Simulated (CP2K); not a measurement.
Runs of CP2K 2026.2 on PtS2. The structure is trigonal, space group P-3m1 (No. 164). The conventional cell has a = 3.543 Å, b = 3.543 Å, c = 5.039 Å, α = 90.00°, β = 90.00°, γ = 120.00°. Pt (site symmetry -3m) is surrounded by 6 S at 2.34 Å. S (site symmetry 3m) has 3 Pt at 2.34 Å as nearest neighbours. 

```csv
level,potentials or basis,U,k mesh,CUTOFF of the grids,PLUS_U_METHOD,cutoff of the non-local correlation (Ry),gap on the mesh (eV),pressure (GPa),largest force (eV/Å)
WC,"POTENTIAL_UZH Pt GTH-PBE-q18, S GTH-PBE-q6; TZVP-MOLOPT-PBE-GTH basis",-,9 × 9 × 5,675 Ry,-,-,0.96,8.7,1.29
r2SCAN,"POTENTIAL_UZH Pt GTH-PBE-q18, S GTH-PBE-q6; TZVP-MOLOPT-PBE-GTH basis",-,9 × 9 × 5,675 Ry,-,-,1.19,10.1,(c)
PBEsol,"POTENTIAL_UZH Pt GTH-PBE-q18, S GTH-PBE-q6; TZVP-MOLOPT-PBE-GTH basis",-,9 × 9 × 5,675 Ry,-,-,0.96,7.9,1.19
LDA,"POTENTIAL_UZH Pt GTH-PBE-q18, S GTH-PBE-q6; TZVP-MOLOPT-PBE-GTH basis",-,9 × 9 × 5,675 Ry,-,-,0.92,6.1,(a)
LDA,"GTH_POTENTIALS Pt GTH-PADE-q18, S GTH-PADE-q6; DZVP-MOLOPT-SR-GTH basis",-,7 × 7 × 4,450 Ry,-,-,0.72,0.7,0.85
HLE16,"POTENTIAL_UZH Pt GTH-PBE-q18, S GTH-PBE-q6; TZVP-MOLOPT-PBE-GTH basis",-,9 × 9 × 5,675 Ry,-,-,(d),-11.5,1.42
LDA+U,"GTH_POTENTIALS Pt GTH-PADE-q18, S GTH-PADE-q6; DZVP-MOLOPT-SR-GTH basis",Pt d U = 2.0 eV,7 × 7 × 4,450 Ry,MULLIKEN,-,0.21,-,(b)
rev-vdW-DF2,"POTENTIAL_UZH Pt GTH-PBE-q18, S GTH-PBE-q6; TZVP-MOLOPT-PBE-GTH basis",-,9 × 9 × 5,675 Ry,-,300,0.99,11.4,1.64
PBE,"POTENTIAL_UZH Pt GTH-PBE-q18, S GTH-PBE-q6; TZVP-MOLOPT-PBE-GTH basis",-,9 × 9 × 5,675 Ry,-,-,1.03,12.4,1.42
```

Alike in all rows: task single point; no spin polarisation; cell as given; smearing fermi-dirac 0.05 eV.

Fill in the values left out.

(a) 1.14; (b) 0.64; (c) 1.41; (d) 1.15.

Caveats: spin-orbit coupling is left out, which moves the levels of the heavy elements; an odd mesh through Γ misses points on the zone boundary, where band edges often lie; the basis of atomic orbitals isn't converged, which shifts pressures, moduli and gaps; the potentials were made for another functional, which shifts forces and pressure (some runs); the potentials were made for a functional far from this one (some runs); this program's U acts on Mulliken populations of all basis functions of the shell, so it isn't the U of plane-wave codes (some runs); energies scatter by some meV and the pressure isn't listed (some runs).

A k mesh can miss the band edges, and the runs leave out spin-orbit coupling on Pt.
